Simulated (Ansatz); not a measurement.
Crystal: MgS.

```
Mg S
1.0
     3.61091    0.00000    0.00000
    -1.80545    3.12714    0.00000
     0.00000    0.00000    3.30526
Mg S
1 1
Direct
  0.00000 0.00000 0.50000
  0.66667 0.33333 0.00000
```

The cell was built by a generator and needn't be a form met in nature.

Program: Ansatz 0.2.0. Alike in all runs: task band structure; potentials or basis Ansatz PAW; no spin polarisation; cell as given; k mesh 5 × 5 × 4; cutoff (eV) 420; smearing fermi-dirac 0.05 eV; the mesh is coarse, so values aren't converged.

Problem. Order these runs on this cell by their pressure, lowest first.
A. level HSE03
B. level B3LYP
C. level HF

Solution. A (-1.1 GPa), B (0.8 GPa), C (2.6 GPa).

Caveats: all runs use coarse meshes; the PAW data sets come from PBE, with cores solved anew for the run's functional, which leaves a small shift of forces and pressure; the thresholds are loose for stress.
